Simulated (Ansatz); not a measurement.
**BN: single point with PBE**

Crystal: BN.

```xyz
2
Lattice="0.0000 1.8130 1.8130 1.8130 0.0000 1.8130 1.8130 1.8130 0.0000" Properties=species:S:1:pos:R:3 pbc="T T T"
N     0.9065    0.9065    0.9065
B     0.0000    0.0000    0.0000
```

The cell is a database's computed one.

| Item | Value |
| --- | --- |
| Program | Ansatz 0.2.0 |
| Task | single point |
| Functional | PBE |
| Potentials or basis | Ansatz PAW |
| Cutoff | 420 eV (not typed: the program's choice for these potentials) |
| k mesh | 13 × 13 × 13 |
| Occupations | gaussian, width 0.028 eV |
| Spin | no spin polarisation |

- Pressure: -0.4 GPa
- Band gap on the k mesh: 4.54 eV, indirect (least direct gap 8.79 eV)

Levels at points of the mesh, in eV from the valence-band top:
| k point | band 2 | band 3 | band 4 | band 5 | band 6 | band 7 |
| --- | --- | --- | --- | --- | --- | --- |
| (0.00, 0.00, 0.00) | 0.00 | 0.00 | 0.00 | 8.79 | 8.79 | 8.79 |

It took 1.2 s on 2 threads of Intel(R) Xeon(R) Processor @ 2.70GHz, with other jobs on the host, peak memory 0.29 GiB.

The gap isn't set beside the measured one, since this odd mesh misses points on the zone boundary.

Caveat: odd divisions of the mesh miss points on the zone boundary, where band edges often lie, so the gap on the mesh can be too wide; the pressure holds a Pulay correction of +1.1 GPa for the finite cutoff.
